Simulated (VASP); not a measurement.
PbO2: band structure with PBEsol

The system is PbO2.

```
Pb O
1.0
     4.99496    0.00000    0.00000
     0.00000    4.99496    0.00000
     0.00000    0.00000    3.40900
Pb O
2 4
Direct
  0.50000 0.50000 0.50000
  0.00000 0.00000 0.00000
  0.69257 0.69257 0.00000
  0.80743 0.19257 0.50000
  0.19257 0.80743 0.50000
  0.30743 0.30743 0.00000
```

The cell is a database's computed one.

```yaml
Program: VASP 6.6.1
Task: band structure
Functional: PBEsol
Potentials_or_basis: VASP PAW PBE potentials, release 64 (Pb_d, O)
Cutoff: 520 eV
k_mesh: 6 × 6 × 8
Occupations: fermi-dirac, width 0.05 eV
Spin: no spin polarisation
Further_INCAR_settings: ALGO = Normal; EDIFF = 1e-06; NBANDS = 35
```

```yaml
Pressure: 0.5 GPa
Largest_force: 0.006 eV/Å
Band_gap_along_the_path: none (metal or under the smearing width)
```

Forces in eV/Å, atoms in the order of the input:
```
Pb   0.000  0.000  0.000
Pb   0.000  0.000  0.000
O   -0.005 -0.005  0.000
O    0.005 -0.005  0.000
O   -0.005  0.005  0.000
O    0.005  0.005  0.000
```

Stress tensor (GPa, compression positive):
```
0.41 0.00 0.00
0.00 0.41 0.00
0.00 0.00 0.60
```

Levels at the corners of the path, in eV from the Fermi level:
```
point  band 24  band 25  band 26  band 27  band 28  band 29
    Γ    -0.66    -0.65    -0.65     0.04     4.13     5.68
    X    -0.70    -0.43    -0.43     2.32     2.32     6.30
    X    -0.70    -0.43    -0.43     2.32     2.32     6.30
    M    -0.72    -0.53    -0.53     2.72     2.72     6.59
    M    -0.72    -0.53    -0.53     2.72     2.72     6.59
    Γ    -0.66    -0.65    -0.65     0.04     4.13     5.68
    Γ    -0.66    -0.65    -0.65     0.04     4.13     5.68
    Z    -1.17    -0.83    -0.83     3.64     3.64     8.69
    Z    -1.17    -0.83    -0.83     3.64     3.64     8.69
    R    -0.83    -0.26    -0.26     3.95     3.95     7.13
    R    -0.83    -0.26    -0.26     3.95     3.95     7.13
    A    -0.72    -0.57    -0.57     2.70     2.70     8.13
    A    -0.72    -0.57    -0.57     2.70     2.70     8.13
    Z    -1.17    -0.83    -0.83     3.64     3.64     8.69
    X    -0.70    -0.43    -0.43     2.32     2.32     6.30
    R    -0.83    -0.26    -0.26     3.95     3.95     7.13
    M    -0.72    -0.53    -0.53     2.72     2.72     6.59
    A    -0.72    -0.57    -0.57     2.70     2.70     8.13
```

Run time: 4.5 min on 1 thread of Intel(R) Xeon(R) Platinum 8259CL CPU @ 2.50GHz (Skylake/Cascade Lake) (shared host), peak memory 0.32 GiB.

Caveat: the PAW data sets were made with another functional, which shifts forces and pressure a little; spin-orbit coupling is left out, which moves the levels of the heavy elements.
